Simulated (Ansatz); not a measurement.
## Sb: single point with r2SCAN0

Sb:

```
Sb
1.0
     3.16000    0.00000    0.00000
     0.00000    3.16000    0.00000
     0.00000    0.00000    3.16000
Sb
1
Direct
  0.00000 0.00000 0.00000
```

This isn't the form of Sb at room conditions, which is rhombohedral.

| Quantity | Value |
| --- | --- |
| Program | Ansatz 0.2.0 |
| Task | single point |
| Functional | r2SCAN0 |
| Potentials or basis | Ansatz PAW |
| Cutoff | 500 eV (not typed: the program's choice for these potentials) |
| k mesh | 5 × 5 × 5 |
| Occupations | fermi-dirac, width 0.05 eV |
| Spin | no spin polarisation |

```
Pressure               : -4.9 GPa
Band gap on the k mesh : none (metal or under the smearing width)
```

Levels at points of the mesh, in eV from the Fermi level:
```csv
k point,band 3,band 4,band 5,band 6,band 7,band 8,band 9,band 10,band 11,band 12
"(0.00, 0.00, 0.00)",-32.65,-32.65,-32.65,-14.34,3.82,3.82,3.82,8.00,8.00,9.33
```

It took 23 s on 2 threads of Intel(R) Xeon(R) Processor @ 2.70GHz, with other jobs on the host, peak memory 0.88 GiB.

Caveat: the k mesh is coarse (spacing up to 0.40 Å⁻¹), so the values aren't converged, least of all with exact exchange; the PAW data sets come from PBE, with cores solved anew for the run's functional, which leaves a small shift of forces and pressure; the thresholds are loose for stress. Spin-orbit coupling is left out, which matters for the levels of Sb.
